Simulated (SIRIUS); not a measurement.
# Ta (Im-3m) in SIRIUS: a series of runs, part 3 of 3

SIRIUS 7.12.0. Earlier steps stand in the parts before.

## Step 8: Equation of state, BLYP, 19.09 Å³/atom (volume scaled by 1.06)

sirius.json reads:

```json
{
  "control": {
    "processing_unit": "cpu",
    "std_evp_solver_name": "lapack",
    "gen_evp_solver_name": "lapack",
    "verbosity": 2,
    "print_forces": false,
    "ortho_rf": true,
    "use_second_variation": true,
    "rmt_max": 3.0,
    "num_bands_to_print": 22,
    "save_wf": true
  },
  "parameters": {
    "electronic_structure_method": "full_potential_lapwlo",
    "xc_functionals": ["XC_GGA_X_B88", "XC_GGA_C_LYP"],
    "core_relativity": "dirac",
    "valence_relativity": "iora",
    "num_fv_states": 22,
    "smearing": "fermi_dirac",
    "smearing_width": 0.0018374661,
    "pw_cutoff": 20,
    "gk_cutoff": 3.54,
    "lmax_apw": 11,
    "lmax_rho": 8,
    "lmax_pot": 8,
    "num_mag_dims": 0,
    "auto_rmt": 0,
    "ngridk": [11, 11, 11],
    "shiftk": [0, 0, 0],
    "num_dft_iter": 80,
    "energy_tol": 1e-07,
    "density_tol": 1e-05,
    "use_symmetry": true
  },
  "settings": {"tol_ne": 1e-10},
  "iterative_solver": {"type": "exact"},
  "mixer": {"type": "anderson", "beta": 0.5, "max_history": 8},
  "unit_cell": {
    "lattice_vectors": [
      [-3.1816681193, 3.1816681193, 3.1816681193],
      [3.1816681193, -3.1816681193, 3.1816681193],
      [3.1816681193, 3.1816681193, -3.1816681193]
    ],
    "atom_types": ["Ta"],
    "atom_files": {"Ta": "Ta.json"},
    "atoms": {"Ta": [[0.0, 0.0, 0.0]]}
  }
}
```

Ta.json reads:

```json
{
  "name": "tantalum",
  "symbol": "Ta",
  "number": 73,
  "mass": 180.94788,
  "rmin": 1e-06,
  "rmt": 2.6,
  "nrmt": 800,
  "rinf": 15.8,
  "core": "1s2s2p3s3p3d4s4p4d",
  "valence": [
    {"basis": [{"enu": 0.18, "dme": 0, "n": 0, "auto": 0}, {"enu": 0.18, "dme": 1, "n": 0, "auto": 0}]},
    {"l": 0, "n": 1, "basis": [{"enu": 0.28, "dme": 0, "n": 0, "auto": 0}]},
    {"l": 1, "n": 2, "basis": [{"enu": 0.28, "dme": 0, "n": 0, "auto": 0}]},
    {"l": 2, "n": 3, "basis": [{"enu": 0.28, "dme": 0, "n": 0, "auto": 0}]},
    {"l": 3, "n": 4, "basis": [{"enu": 0.28, "dme": 0, "n": 0, "auto": 0}]},
    {"l": 4, "n": 5, "basis": [{"enu": 0.28, "dme": 0, "n": 0, "auto": 0}]}
  ],
  "lo": [
    {"l": 0, "basis": [{"enu": 0.28, "dme": 0, "n": 0, "auto": 0}, {"enu": 0.28, "dme": 1, "n": 0, "auto": 0}]},
    {
      "l": 0,
      "basis": [{"enu": -2.2572, "dme": 0, "n": 5, "auto": 1}, {"enu": -2.2572, "dme": 1, "n": 5, "auto": 1}]
    },
    {
      "l": 0,
      "basis": [{"enu": -2.2572, "dme": 1, "n": 5, "auto": 1}, {"enu": 0.28, "dme": 0, "n": 0, "auto": 0}]
    },
    {"l": 0, "basis": [{"enu": 0.28, "dme": 0, "n": 0, "auto": 0}, {"enu": 2.6469, "dme": 0, "n": 0, "auto": 0}]},
    {"l": 1, "basis": [{"enu": 0.28, "dme": 0, "n": 0, "auto": 0}, {"enu": 0.28, "dme": 1, "n": 0, "auto": 0}]},
    {
      "l": 1,
      "basis": [{"enu": -1.0303, "dme": 0, "n": 5, "auto": 1}, {"enu": -1.0303, "dme": 1, "n": 5, "auto": 1}]
    },
    {
      "l": 1,
      "basis": [{"enu": -1.0303, "dme": 1, "n": 5, "auto": 1}, {"enu": 0.28, "dme": 0, "n": 0, "auto": 0}]
    },
    {"l": 1, "basis": [{"enu": 0.28, "dme": 0, "n": 0, "auto": 0}, {"enu": 3.0019, "dme": 0, "n": 0, "auto": 0}]},
    {"l": 2, "basis": [{"enu": 0.28, "dme": 0, "n": 0, "auto": 0}, {"enu": 0.28, "dme": 1, "n": 0, "auto": 0}]},
    {"l": 2, "basis": [{"enu": 0.28, "dme": 1, "n": 0, "auto": 0}, {"enu": 0.28, "dme": 2, "n": 0, "auto": 0}]},
    {"l": 2, "basis": [{"enu": 0.28, "dme": 0, "n": 0, "auto": 0}, {"enu": 2.5877, "dme": 0, "n": 0, "auto": 0}]},
    {"l": 3, "basis": [{"enu": 0.28, "dme": 0, "n": 0, "auto": 0}, {"enu": 0.28, "dme": 1, "n": 0, "auto": 0}]},
    {
      "l": 3,
      "basis": [{"enu": -0.5047, "dme": 0, "n": 4, "auto": 1}, {"enu": -0.5047, "dme": 1, "n": 4, "auto": 1}]
    },
    {
      "l": 3,
      "basis": [{"enu": -0.5047, "dme": 1, "n": 4, "auto": 1}, {"enu": 0.28, "dme": 0, "n": 0, "auto": 0}]
    },
    {"l": 3, "basis": [{"enu": 0.28, "dme": 0, "n": 0, "auto": 0}, {"enu": 3.712, "dme": 0, "n": 0, "auto": 0}]},
    {"l": 4, "basis": [{"enu": 0.28, "dme": 0, "n": 0, "auto": 0}, {"enu": 0.28, "dme": 1, "n": 0, "auto": 0}]},
    {"l": 4, "basis": [{"enu": 0.28, "dme": 0, "n": 0, "auto": 0}, {"enu": 3.1202, "dme": 0, "n": 0, "auto": 0}]}
  ],
  "free_atom": [... radial grid and density of the free atom, the start of the SCF ...]
}
```

sirius_start.json reads:

```json
{
  "control": {
    "processing_unit": "cpu",
    "std_evp_solver_name": "lapack",
    "gen_evp_solver_name": "lapack",
    "verbosity": 1,
    "print_forces": false,
    "ortho_rf": true,
    "use_second_variation": true,
    "rmt_max": 3.0,
    "num_bands_to_print": 22,
    "save_wf": false
  },
  "parameters": {
    "electronic_structure_method": "full_potential_lapwlo",
    "xc_functionals": ["XC_LDA_X", "XC_LDA_C_PW"],
    "core_relativity": "dirac",
    "valence_relativity": "iora",
    "num_fv_states": 22,
    "smearing": "fermi_dirac",
    "smearing_width": 0.0055123983,
    "pw_cutoff": 20,
    "gk_cutoff": 2.83,
    "lmax_apw": 11,
    "lmax_rho": 8,
    "lmax_pot": 8,
    "num_mag_dims": 0,
    "auto_rmt": 0,
    "ngridk": [4, 4, 4],
    "shiftk": [0, 0, 0],
    "num_dft_iter": 30,
    "energy_tol": 0.01,
    "density_tol": 0.05,
    "use_symmetry": true
  },
  "settings": {"tol_ne": 1e-10},
  "iterative_solver": {"type": "exact"},
  "mixer": {"type": "anderson", "beta": 0.5, "max_history": 8},
  "unit_cell": {
    "lattice_vectors": [
      [-3.1816681193, 3.1816681193, 3.1816681193],
      [3.1816681193, -3.1816681193, 3.1816681193],
      [3.1816681193, 3.1816681193, -3.1816681193]
    ],
    "atom_types": ["Ta"],
    "atom_files": {"Ta": "Ta.json"},
    "atoms": {"Ta": [[0.0, 0.0, 0.0]]}
  }
}
```

The run is started by

```bash
OMP_NUM_THREADS=1 sirius.scf --input=sirius_start.json --output=start.json
OMP_NUM_THREADS=1 sirius.scf --input=sirius.json --output=output.json --task=1
```

It took 45 s on 1 thread of Arm Neoverse V1, shared host; peak memory 0.35 GiB.

Results (log left out):

```
Free energy                                       : -425232.5276 eV
Band gap on the k mesh                            : none (metal or under the smearing width)
All electrons inside the program's atomic spheres : Ta 71.14 (radii Ta 2.6 bohr)
```

## Step 9: Equation of state, BLYP

Potentials or basis: all-electron FP-LAPW, apw+lo standard.

No new run: the results of the series are fitted here.

What came out:

```yaml
Equilibrium_volume: 18.81 Å³/atom
Bulk_modulus: 183 GPa
Pressure_derivative_of_the_bulk_modulus: "4.2 (rough: it moves with the points fitted)"
```

Energy against volume, from the lowest point:
```
volume (Å³/atom)  energy (meV/atom)
          16.930             128.10
          17.290              80.68
          17.650              45.24
          18.010              20.47
          18.371               5.76
          18.731               0.00
          19.091               1.98
```

## Step 10: How close it comes

Step 9. Against the measured bulk modulus of Ta, 194 GPa (quoted in “Pressure effects on the electronic structure and superconductivity of (TaNb)0.67(HfZrTi)0.33 high entropy alloy”, 2019, arxiv:1910.08312), the calculated 183 GPa is off by -5.8 %. The fit is for a static lattice scaled at fixed shape and fixed fractional positions.
